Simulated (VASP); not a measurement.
# KI (Fm-3m) in VASP: notebook

KI is run at these levels: PBEsol, LDA; tasks: single point.

Program: VASP 6.6.1. These are calculated values, not measurements. Logs are shortened: lines on timing, memory, paths and dates and some standing lists are left out, and cuts for length are marked.

**The experiment to reproduce.**

From a printed reference work, monograph, for a bulk crystal of KI: band gap 6.32 eV.

The results are compared with them further down.

### Step 1. The cell of the first run

It takes space group Fm-3m (No. 225, cubic). The conventional cell has a = 7.066 Å, b = 7.066 Å, c = 7.066 Å, α = 90.00°, β = 90.00°, γ = 90.00°. Within 4.6 Å of I (site symmetry m-3m) lie 6 K at 3.53 Å. K (site symmetry m-3m) has 6 I at 3.53 Å within 4.6 Å.

### Step 2. Single point, PBEsol

INCAR reads:

```
ALGO     = Normal         # electronic algorithm
EDIFF    = 1E-6           # SCF threshold, eV
ENCUT    = 520            # plane-wave cutoff, eV
GGA      = PS             # functional
ISIF     = 2              # what is computed and relaxed
ISMEAR   = -1             # smearing method
LASPH    = T              # aspherical terms in the spheres
LCHARG   = F              # write CHGCAR
LREAL    = F              # projectors in reciprocal space
LWAVE    = F              # write WAVECAR
NBANDS   = 15             # bands
NELM     = 100            # most SCF steps
PREC     = Accurate       # precision mode
SIGMA    = 0.05           # smearing width, eV
```

KPOINTS reads:

```
k-points
0
Gamma
  7 7 7
```

POSCAR reads:

```
KI
1.0
    0.0000000000      3.5327750000      3.5327750000
    3.5327750000      0.0000000000      3.5327750000
    3.5327750000      3.5327750000      0.0000000000
I K
1 1
Direct
    0.5000000000      0.5000000000      0.5000000000
    0.0000000000      0.0000000000      0.0000000000
```

Potentials or basis: VASP PAW PBE potentials, release 64 (I, K_sv).

Launch:

```sh
$ cat potpaw_PBE.64/I/POTCAR potpaw_PBE.64/K_sv/POTCAR > POTCAR
$ mpirun -np 1 vasp_std > vasp.out
```

OUTCAR:

```text
EDIFF = 1E-6
   ENCUT = 520
   GGA = PS
   ISIF = 2
   ISMEAR = -1
   LASPH = T
   LREAL = F
   NELM = 100
   PREC = Accurate

 ion  position               nearest neighbor table
   1  0.500  0.500  0.500-   2 3.53   2 3.53   2 3.53   2 3.53   2 3.53   2 3.53
   2  0.000  0.000  0.000-   1 3.53   1 3.53   1 3.53   1 3.53   1 3.53   1 3.53

  LATTYP: Found a face centered cubic cell.
 ALAT       =     7.0655500000

  Lattice vectors:

 A1 = (   0.0000000000,   3.5327750000,   3.5327750000)
 A2 = (   3.5327750000,   0.0000000000,   3.5327750000)
 A3 = (   3.5327750000,   3.5327750000,   0.0000000000)

Analysis of symmetry for initial positions (statically):
=====================================================================
 Subroutine PRICEL returns:
 Original cell was already a primitive cell.

 Routine SETGRP: Setting up the symmetry group for a
 face centered cubic supercell.

 Subroutine GETGRP returns: Found 48 space group operations
 (whereof 48 operations were pure point group operations)
 out of a pool of 48 trial point group operations.

The static configuration has the point symmetry O_h .

Analysis of symmetry for dynamics (positions and initial velocities):
=====================================================================
 Subroutine PRICEL returns:
 Original cell was already a primitive cell.

 Routine SETGRP: Setting up the symmetry group for a
 face centered cubic supercell.

 Subroutine GETGRP returns: Found 48 space group operations
 (whereof 48 operations were pure point group operations)
 out of a pool of 48 trial point group operations.

The dynamic configuration has the point symmetry O_h .

 Subroutine INISYM returns: Found 48 space group operations
 (whereof 48 operations are pure point group operations),
 and found     1 'primitive' translations

----------------------------------------------------------------------------------------

                                     Primitive cell

  volume of cell :      88.1816

  direct lattice vectors                    reciprocal lattice vectors
     0.000000000  3.532775000  3.532775000    -0.141531799  0.141531799  0.141531799
     3.532775000  0.000000000  3.532775000     0.141531799 -0.141531799  0.141531799
     3.532775000  3.532775000  0.000000000     0.141531799  0.141531799 -0.141531799

  length of vectors
     4.996098318  4.996098318  4.996098318     0.245140266  0.245140266  0.245140266

  position of ions in fractional coordinates (direct lattice)
     0.500000000  0.500000000  0.500000000
     0.000000000  0.000000000  0.000000000

  ion indices of the primitive-cell ions
   primitive index   ion index
                 1           1
                 2           2

----------------------------------------------------------------------------------------

 KPOINTS: k-points

Automatic generation of k-mesh.
 Grid dimensions read from file:
 generate k-points for:    7    7    7

 Generating k-lattice:

  Cartesian coordinates                     Fractional coordinates (reciprocal lattice)
    -0.020218828  0.020218828  0.020218828     0.142857143  0.000000000  0.000000000
     0.020218828 -0.020218828  0.020218828     0.000000000  0.142857143  0.000000000
     0.020218828  0.020218828 -0.020218828     0.000000000  0.000000000  0.142857143

  Length of vectors
     0.035020038  0.035020038  0.035020038

  Shift w.r.t. Gamma in fractional coordinates (k-lattice)
     0.000000000  0.000000000  0.000000000

 Subroutine IBZKPT returns following result:
 ===========================================

 Found     20 irreducible k-points:

 Following reciprocal coordinates:
            Coordinates               Weight
  0.000000  0.000000  0.000000      1.000000
  0.142857  0.000000  0.000000      8.000000
  0.285714  0.000000  0.000000      8.000000
  0.428571  0.000000  0.000000      8.000000
  0.142857  0.142857  0.000000      6.000000
  0.285714  0.142857  0.000000     24.000000
[... 12 lines left out ...]
 -0.428571  0.428571  0.142857     24.000000
 -0.285714  0.428571  0.142857     24.000000
   k-points           NKPTS =     20   k-points in BZ     NKDIM =     20   number of bands    NBANDS=     15
   number of dos      NEDOS =    301   number of ions     NIONS =      2
   total plane-waves  NPLWV =  64000
   dimension x,y,z NGX =    40 NGY =   40 NGZ =   40
   dimension x,y,z NGXF=    80 NGYF=   80 NGZF=   80
   ions per type =               1   1
   NGX,Y,Z   is equivalent  to a cutoff of  13.31, 13.31, 13.31 a.u.
   NGXF,Y,Z  is equivalent  to a cutoff of  26.62, 26.62, 26.62 a.u.
 SYSTEM =  unknown system
   PREC   = accura    normal or accurate (medium, high low for compatibility)
   ISTART =      0    job   : 0-new  1-cont  2-samecut
   ICHARG =      2    charge: 1-file 2-atom 10-const
   ISPIN  =      1    spin polarized calculation?
   LNONCOLLINEAR =      F non collinear calculations
   LSORBIT =      F    spin-orbit coupling
   LASPH  =      T    aspherical Exc in radial PAW
   ENCUT  =  520.0 eV  38.22 Ry    6.18 a.u.   9.29  9.29  9.29*2*pi/ulx,y,z
   NELM   =    100;   NELMIN=  2; NELMDL= -5     # of ELM steps
   EDIFF  = 0.1E-05   stopping-criterion for ELM
   LREAL  =      F    real-space projection
   EDIFFG = 0.1E-04   stopping-criterion for IOM
   NSW    =      0    number of steps for IOM
   IBRION =     -1    ionic relax: 0-MD 1-quasi-New 2-CG
   NFREE  =      0    steps in history (QN), initial steepest desc. (CG)
   ISIF   =      2    stress and relaxation
   ISYM   =      2    0-nonsym 1-usesym 2-fastsym
   POTIM  = 0.5000    time-step for ionic-motion
   TEBEG  =    0.0;   TEEND  =   0.0 temperature during run
   PSTRESS=    0.0 pullay stress
   NELECT =      16.0000    total number of electrons
   NUPDOWN=      -1.0000    fix difference up-down
   EMIN   =  10.00;   EMAX   =-10.00  energy-range for DOS
   EFERMI =   0.00;   METHOD = LEGACY
   ISMEAR =    -1;   SIGMA  =   0.05  broadening in eV -4-tet -1-fermi 0-gaus
   EFERMI_NEDOS =   21; number of points for ismear=-14 and -15
   IALGO  =     38    algorithm
   IMIX   =      4    mixing-type and parameters
     AMIX     =   0.40;   BMIX     =  1.00
     AMIX_MAG =   1.60;   BMIX_MAG =  1.00
  volume/ion in A,a.u.               =      44.09       297.54
  Fermi-wavevector in a.u.,A,eV,Ry     =   0.926806  1.751409 11.686988  0.858969
  Thomas-Fermi vector in A             =   2.052808
   LORBIT       =      0    0 simple, 1 ext, 2 COOP (PROOUT), +10 PAW based schemes
   GGA     = PS    functional components
   LHFCALC =     F    Hartree Fock is set to
   AEXX    =    0.0000 exact exchange contribution
   IVDW    =     0    specifies the selected vdW correction
   LEPSILON=     F    determine dielectric tensor
   LRPA    =     F    only Hartree local field effects (RPA)
 non-spin polarized calculation
  energy-cutoff  :      520.00
  volume of cell :       88.18
 maximum number of plane-waves:      2421
 NGX is ok and might be reduce to    40
   NGX = 19   NGY = 19   NGZ = 19

 number of electron      15.9999999 magnetization

 Free energy of the ion-electron system (eV)
  ---------------------------------------------------
  ext. energy  EPLUGINS =         0.00000000
  ---------------------------------------------------
  free energy    TOTEN  =        -5.81462907 eV

  energy without entropy =       -5.81462907  energy(sigma->0) =       -5.81462907

 E-fermi :   0.5260     XC(G=0):  -7.3419

 val. band max:       -0.5087205788   @ k =   0.0000   0.0000   0.0000
 cond. band min:       3.3053963856   @ k =   0.0000   0.0000   0.0000
 fundamental gap:      3.8141169643
 Fermi energy:         0.5259988951

 k-point     1 :       0.0000    0.0000    0.0000
  band No.  band energies     occupation
      1     -28.8346      2.00000
      2     -12.3870      2.00000
      3     -12.3870      2.00000
      4     -12.3870      2.00000
      5     -11.0459      2.00000
      6      -0.5087      2.00000
      7      -0.5087      2.00000
      8      -0.5087      2.00000
      9       3.3054      0.00000
     10       5.9199      0.00000
     11       5.9199      0.00000
     12       5.9199      0.00000
     13       6.6601      0.00000
     14       6.6601      0.00000
     15       9.0965      0.00000

 k-point     2 :       0.1429    0.0000    0.0000
  band No.  band energies     occupation
      1     -28.8342      2.00000
      2     -12.4218      2.00000
      3     -12.3875      2.00000
      4     -12.3875      2.00000
      5     -10.9872      2.00000
      6      -0.8433      2.00000
      7      -0.5787      2.00000
      8      -0.5787      2.00000
      9       3.7958      0.00000
     10       5.8259      0.00000
     11       6.1389      0.00000
     12       6.1389      0.00000
     13       6.8936      0.00000
     14       6.8936      0.00000
     15       9.7920      0.00000

 k-point     3 :       0.2857    0.0000    0.0000
  band No.  band energies     occupation
      1     -28.8333      2.00000
      2     -12.4917      2.00000
      3     -12.3885      2.00000
      4     -12.3885      2.00000
      5     -10.8621      2.00000
      6      -1.4282      2.00000
      7      -0.7260      2.00000
      8      -0.7260      2.00000
      9       4.5650      0.00000
     10       6.1264      0.00000
     11       6.6925      0.00000
     12       6.6925      0.00000
     13       7.5510      0.00000
     14       7.5510      0.00000
     15       9.4449      0.00000

 k-point     4 :       0.4286    0.0000    0.0000
  band No.  band energies     occupation
      1     -28.8326      2.00000
      2     -12.5414      2.00000
      3     -12.3894      2.00000
      4     -12.3894      2.00000
      5     -10.7667      2.00000
      6      -1.8074      2.00000
      7      -0.8358      2.00000
      8      -0.8358      2.00000
      9       4.8466      0.00000
     10       6.9566      0.00000
     11       7.3758      0.00000
     12       7.3758      0.00000
     13       8.1552      0.00000
     14       8.1552      0.00000
     15       8.7797      0.00000
[... 235 lines left out ...]
 k-point    18 :      -0.4286    0.2857    0.1429
  band No.  band energies     occupation
      1     -28.8321      2.00000
      2     -12.4930      2.00000
      3     -12.4081      2.00000
      4     -12.3973      2.00000
      5     -10.8091      2.00000
      6      -1.5733      2.00000
      7      -1.0774      2.00000
      8      -0.9128      2.00000
      9       5.4388      0.00000
     10       6.1301      0.00000
     11       6.4948      0.00000
     12       7.8552      0.00000
     13       8.0541      0.00000
     14       8.3505      0.00000
     15       9.3973      0.00000

 k-point    19 :      -0.4286    0.4286    0.1429
  band No.  band energies     occupation
      1     -28.8319      2.00000
      2     -12.4505      2.00000
      3     -12.4121      2.00000
      4     -12.4104      2.00000
      5     -10.8557      2.00000
      6      -1.4662      2.00000
      7      -1.0199      2.00000
      8      -0.9917      2.00000
      9       4.9132      0.00000
     10       5.7112      0.00000
     11       6.8610      0.00000
     12       7.8241      0.00000
     13       8.0898      0.00000
     14       8.9475      0.00000
     15       9.4165      0.00000

 k-point    20 :      -0.2857    0.4286    0.1429
  band No.  band energies     occupation
      1     -28.8318      2.00000
      2     -12.4573      2.00000
      3     -12.4221      2.00000
      4     -12.4071      2.00000
      5     -10.8315      2.00000
      6      -1.3201      2.00000
      7      -1.2991      2.00000
      8      -0.9992      2.00000
      9       5.4793      0.00000
     10       6.1675      0.00000
     11       6.2635      0.00000
     12       7.6094      0.00000
     13       8.2158      0.00000
     14       8.7741      0.00000
     15       9.5639      0.00000

------------------------ aborting loop because EDIFF is reached ----------------------------------------

  FORCE on cell =-STRESS in cart. coord.  units (eV):
  Direction    XX          YY          ZZ          XY          YZ          ZX
  --------------------------------------------------------------------------------------
  -------------------------------------------------------------------------------------
  Total       -0.1366518     -0.1366518     -0.1366518     -0.0000000     -0.0000000      0.0000000
  in kB       -2.4828360     -2.4828360     -2.4828360     -0.0000000     -0.0000000      0.0000000
  external PRESSURE =      -2.4828360 kB  Pullay stress =       0.0000000 kB

 VOLUME and BASIS-vectors are now :
 -----------------------------------------------------------------------------
  energy-cutoff  :      520.00
  volume of cell :       88.18
      direct lattice vectors                 reciprocal lattice vectors
     0.000000000  3.532775000  3.532775000    -0.141531799  0.141531799  0.141531799
     3.532775000  0.000000000  3.532775000     0.141531799 -0.141531799  0.141531799
     3.532775000  3.532775000  0.000000000     0.141531799  0.141531799 -0.141531799

 POSITION                                       TOTAL-FORCE (eV/Angst)
 -----------------------------------------------------------------------------------
      3.53277      3.53277      3.53277        -0.000000      0.000000     -0.000000
      0.00000      0.00000      0.00000         0.000000     -0.000000      0.000000
 -----------------------------------------------------------------------------------
    total drift:                                0.000000     -0.000000     -0.000000

  FREE ENERGIE OF THE ION-ELECTRON SYSTEM (eV)
  ---------------------------------------------------
  free  energy   TOTEN  =        -5.8146290654 eV

  energy  without entropy=       -5.8146290654  energy(sigma->0) =       -5.81462907
```

Wall time 18 s (1 thread of AMD EPYC 9R45 (Zen 5), shared host); peak memory 0.21 GiB.

Results:

```
Free energy            : -5.8146 eV
Pressure               : -0.2 GPa
Band gap on the k mesh : 3.81 eV, direct
```

Caveat: the PAW data sets were made with another functional, which shifts forces and pressure a little; spin-orbit coupling is left out, which moves the levels of the heavy elements.

[end of part 1 of 2]
